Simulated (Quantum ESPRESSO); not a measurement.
**SnO: Wannier functions under several settings**

```
Sn O
1.0
     3.81370    0.00000    0.00000
     0.00000    3.81370    0.00000
     0.00000    0.00000    4.88691
Sn O
2 2
Direct
  0.50000 0.00000 0.76463
  0.00000 0.50000 0.23537
  0.00000 0.00000 0.00000
  0.50000 0.50000 0.00000
```

The cell is a database's computed one.

All runs used Quantum ESPRESSO 7.5; potentials GBRV 1.5 PBE; k mesh 7 × 7 × 6; given cell; no spin polarisation; cutoff 925 eV; occupations fermi-dirac, width 0.05 eV.

| level | start | Wannier mesh | functions | spread a function (Å²) | RMS miss of the bands (meV) |
| --- | --- | --- | --- | --- | --- |
| PBE | atomic projections with disentanglement | 3 × 3 × 2 | 16 | 1.16 | 40 |
| PBE | atomic projections with disentanglement, not minimised | 3 × 3 × 2 | 16 | 1.38 | 53 |
| PBE | SCDM with an erfc weight | 3 × 3 × 2 | ? | ? | ? |
| PBE | SCDM on the occupied bands | 3 × 3 × 2 | 10 | 1.19 | 49 |

Problem. What stands in the row left open?

Solution. Functions 16; spread a function 1.40 Å²; RMS miss of the bands 71 meV.

